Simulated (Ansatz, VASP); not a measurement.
# Two plane-wave programs on MoS2

INCAR

```
SYSTEM = MoS2
PREC = Accurate
ENCUT = 520
EDIFF = 1E-7
ISMEAR = -1
SIGMA = 0.05
LREAL = .False.
LASPH = .True.
NELM = 100
ALGO = Normal
ISIF = 2
LWAVE = .False.
LCHARG = .False.
GGA = PE
NBANDS = 20
```

The input KPOINTS:

```
regular mesh
0
Gamma
  10 10 10
  0 0 0
```

File POSCAR:

```
MoS2
1.0
    1.5586460310      0.8998847055      6.0668817029
   -1.5586460310      0.8998847055      6.0668817029
    0.0000000000     -1.7997694111      6.0668817029
Mo S
1 2
Direct
    0.0000000000      0.0000000000      0.0000000000
    0.4170000000      0.4170000000      0.4170000000
    0.2500000000      0.2500000000      0.2500000000
```

input.yaml

```yaml
crystal:
  lattice:
    - [1.558646031, 0.8998847055, 6.0668817029]
    - [-1.558646031, 0.8998847055, 6.0668817029]
    - [0.0, -1.7997694111, 6.0668817029]
  atoms:
    - { symbol: Mo, position: [0.0, 0.0, 0.0] }
    - { symbol: S, position: [0.417, 0.417, 0.417] }
    - { symbol: S, position: [0.25, 0.25, 0.25] }
hamiltonian:
  xc: pbe
  pseudopotentials: { kind: paw }
kpoints:
  mp_grid: { grid: [10, 10, 10] }
scf:
  occupations: { method: fermi_dirac, width: 0.05 }
output:
  forces: true
  stress: true
  eigenvalues: true
```

Change from the starting cell: volume scaled by 0.96.

Alike in both runs: task single point; functional PBE; k mesh 10 × 10 × 10; occupations fermi-dirac, width 0.05 eV; no spin polarisation.

|  | VASP | Ansatz |
| --- | --- | --- |
| version | VASP 6.6.1 | Ansatz 0.2.0 |
| potentials or method | VASP PAW PBE potentials, release 64 (Mo_sv, S) | Ansatz PAW |
| plane-wave cutoff (eV) | 520 | 420 |
| valence electrons in the cell | 26 | 26 |

|  | VASP | Ansatz | Ansatz less VASP |
| --- | --- | --- | --- |
| gap on the k mesh at the Fermi level (eV) | 0.93 | 0.92 | -0.018 |
| least direct gap on the mesh (eV) | 2.07 | 2.07 | -0.005 |
| pressure (GPa) | 12.5 | 12.7 | +0.18 |
| largest component of the traceless stress (GPa) | 2.07 | 2.12 | +0.053 |
| rms of the force components (eV/Å) | 0.567 | 0.576 | +0.0091 |

Atom by atom the forces differ by 0.009 eV/Å (rms over components). With one functional, cell and mesh, what is left measures potentials, basis and numerics.

Caveats: forces of over 1 eV/Å show positions far from the minimum, so gaps and moduli don't describe the material at rest. A k mesh can miss the band edges.
